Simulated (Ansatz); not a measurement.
Crystal: Sn.

```
Sn
1.0
    -2.94014    2.94014    1.59930
     2.94014   -2.94014    1.59930
     2.94014    2.94014   -1.59930
Sn
2
Direct
  0.00000 0.00000 0.00000
  0.75000 0.25000 0.50000
```

- Program: Ansatz 0.2.0
- Task: single point
- Functional: PBE
- Potentials or basis: all-electron LAPW, scalar-relativistic
- Cutoff: 208 eV (chosen from the basis error)
- Basis error allowed: 0.001 eV/atom
- k mesh: 9 × 9 × 9
- Occupations: fermi-dirac, width 0.05 eV
- Spin: no spin polarisation

On this cell: pressure 1.4 GPa; largest force under 0.003 eV/Å; band gap on the k mesh none (metal or under the smearing width).

The same run follows on a disturbed copy (atoms moved at random, drawn with an rms of 0.05 Å):

```
Sn
1.0
    -2.94014    2.94014    1.59930
     2.94014   -2.94014    1.59930
     2.94014    2.94014   -1.59930
Sn
2
Direct
  0.00707 0.99527 0.98770
  0.74919 0.24451 0.49911
```

Q: What changes?

A: The energy (extrapolated to zero smearing) moves by +2.7 meV/atom; pressure 1.5 GPa; largest force 0.192 eV/Å; band gap on the k mesh none (metal or under the smearing width).

Forces on the atoms (eV/Å):
```
Sn   0.186  0.048 -0.006
Sn  -0.186 -0.048  0.006
```

Stress tensor (GPa, compression positive):
```
 1.49 -0.02  0.32
-0.02  1.80 -0.07
 0.32 -0.07  1.09
```
